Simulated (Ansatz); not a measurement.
# Bands of Sb

```
Sb
1.0
     0.00000    3.49453    3.49453
     3.49453    0.00000    3.49453
     3.49453    3.49453    0.00000
Sb
2
Cartesian
  0.0000 0.0000 0.0000
  1.7473 1.7473 1.7473
```

Atom numbers follow the list: Sb1, Sb2.

The cell was built from the diamond type and relaxed in the same program, and has space group Fd-3m; it needn't be a known or the stable phase.

Method: DFT, PBE, all-electron LAPW, Dirac equation with spin-orbit coupling in Ansatz 0.2.0.

Numerical set-up: a Γ-centred 10×10×10 k mesh, Fermi–Dirac smearing of 0.05 eV, basis error target 1 meV/atom, no spin polarisation.

Points in fractions of the reciprocal vectors of this cell: Γ (0, 0, 0), X (0.5, 0, 0.5), U (0.625, 0.25, 0.625), K (0.375, 0.375, 0.75), L (0.5, 0.5, 0.5), W (0.5, 0.25, 0.75). The path joins them by straight lines in the order Γ–X–U–K–Γ–L–W–X; legs that retrace an earlier one aren't tabulated. Energies are in eV from the Fermi level.

Task: List the levels at K between -20 and 5.5 eV.

Result: -9.55 (×2), -8.86 (×2), -3.82 (×2), -3.08 (×2), -0.42 (×2), 1.17 (×2), 3.14 (×2), 3.30 (×2), 4.86 (×2).

Task: List the levels at W between -20 and 5.5 eV.

Result: -9.22 (×2), -9.20 (×2), -3.70 (×2), -3.50 (×2), 0.58 (×2), 1.02 (×2), 2.59 (×2), 2.67 (×2).

Task: List the levels at U between -20 and 5.5 eV.

Result: -9.55 (×2), -8.86 (×2), -3.82 (×2), -3.08 (×2), -0.42 (×2), 1.17 (×2), 3.14 (×2), 3.30 (×2), 4.86 (×2).

Task: What is the band gap?

Result: none: bands cross the Fermi level, a metal.
